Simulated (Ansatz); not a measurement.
**Hf2Si: how the occupation rule moves the results**

Method: Ansatz, DFT PBEsol, scalar-relativistic, plane waves, PAW.

```
CELL_PARAMETERS angstrom
-3.27535 3.27535 2.58282
3.27535 -3.27535 2.58282
3.27535 3.27535 -2.58282
ATOMIC_POSITIONS crystal
Hf 0.84351 0.65649 0.50000
Hf 0.34351 0.84351 0.18703
Hf 0.15649 0.34351 0.50000
Hf 0.65649 0.15649 0.81297
Si 0.75000 0.75000 0.00000
Si 0.25000 0.25000 0.00000
```

```
plane-wave cutoff : 420 eV
Γ-centred k-mesh  : 10×10×10
spin treatment    : unpolarised
```

The atoms are held and the occupation rule is swept. Energies are extrapolated to zero smearing and count from the reference run, 10×10×10 Γ-centred mesh, Gaussian smearing 0.1 eV. The cell isn't necessarily relaxed at this level. Spin–orbit coupling is left out. Pressure is positive in compression.

| rule, width (eV) | ΔE (meV/atom) | ΔF, free energy (meV/atom) | P (GPa) | largest change of a force component (eV/Å) |
| --- | --- | --- | --- | --- |
| Gaussian 0.1 | 0.00 | 0.00 | -2.40 | 0.000 |
| Gaussian 0.3 | ? | ? | ? | ? |
| Fermi–Dirac 0.01 | 0.07 | 0.96 | -2.41 | 0.003 |
| Fermi–Dirac 0.1 | 0.34 | -5.69 | -2.35 | 0.019 |
| Fermi–Dirac 0.2 | ? | ? | ? | ? |
| Fermi–Dirac 0.3 | 11.3 | -75.5 | -1.76 | 0.153 |
| Fermi–Dirac 0.5 | ? | ? | ? | ? |
| Methfessel–Paxton 0.02 | ? | ? | ? | ? |
| Methfessel–Paxton 0.05 | 0.05 | 1.01 | -2.41 | 0.002 |
| Methfessel–Paxton 0.5 | 0.63 | 5.52 | -2.45 | 0.001 |
| cold 0.02 | 0.08 | 1.04 | -2.41 | 0.003 |
| cold 0.1 | 0.01 | 1.01 | -2.42 | 0.006 |
| tetrahedron | 0.17 | 1.14 | -2.41 | 0.013 |

(1) Fill in the withheld rows.

Answers

(1) The withheld rows:

```tsv
rule, width (eV)	ΔE (meV/atom)	ΔF, free energy (meV/atom)	P (GPa)	largest change of a force component (eV/Å)
Gaussian 0.3	0.38	-8.09	-2.33	0.027
Fermi–Dirac 0.2	3.98	-29.3	-2.15	0.078
Fermi–Dirac 0.5	28.4	-243	-0.49	0.283
Methfessel–Paxton 0.02	0.07	1.04	-2.41	0.004
```

Cost: 13 runs of about 11 core-minutes in all, on Intel Xeon Processor @ 2.70GHz (shared hosts).